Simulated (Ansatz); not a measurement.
# Al: the cost of one run

Program: Ansatz 0.2.0. Level of theory: DFT PBE, scalar-relativistic, plane waves, PAW. These are calculated values, not measurements.

1 further run of the same task is left out (set aside as unsound or not needed).

**1. The structure to begin with**

Symmetry: Im-3m, No. 229, cubic system. Conventional cell: a = 3.235 Å, b = 3.235 Å, c = 3.235 Å, α = 90.00°, β = 90.00°, γ = 90.00°. Around Al (site symmetry m-3m) lie 8 Al at 2.80 Å.

Structure file:

```xyz
1
Lattice="-1.6175 1.6175 1.6175 1.6175 -1.6175 1.6175 1.6175 1.6175 -1.6175" Properties=species:S:1:pos:R:3 pbc="T T T"
Al    0.0000    0.0000    0.0000
```

It goes back to an entry of the Materials Project, which need not be the stable form.

This cell was relaxed beforehand with the same method: volume 16.93 Å³/atom, gap on the mesh none (metal).

**2. What is varied**

The energy is mapped over two homogeneous strains (x along [1 0 0], y along [0 1 0], z along [0 0 1] of the conventional cell).

First coordinate, engineering shear strain xy: 9 values from −14.0 %. Second coordinate, strain +e along x and -e along y: 9 values from −7.00 %.

Nothing else is relaxed (symmetry fixes all fractional coordinates). Energies count from the relaxed crystal. Points are written as (first, second).

**3. Grid point (−14.0 %, −7.00 %)**

Input file input.yaml:

```yaml
crystal:
  lattice:
    - [-1.6175102401, 1.8439616737, 1.6175102401]
    - [1.6175102401, -1.8439616737, 1.6175102401]
    - [1.3910588065, 1.6175102401, -1.6175102401]
  atoms:
    - { symbol: Al, position: [0.0, 0.0, 0.0] }
basis:
  ecutwfc: 420
kpoints:
  mp_grid: { grid: [20, 20, 20] }
hamiltonian:
  xc: pbe
scf:
  occupations: { method: gaussian, width: 0.15 }
output:
  forces: true
  stress: true
  eigenvalues: true
```

Started as:

```
$ ansatz run input.yaml --threads 1 --pin off --max-ram 2048MiB --backend cpu --events-out ev --progress --plain --runs-dir out
```

**Question.** How long does this run take on 1 thread of Intel Xeon Platinum 8488C (Sapphire Rapids), shared host, and how much memory does it need?

About 8.9 s, with a peak of 0.62 GiB.
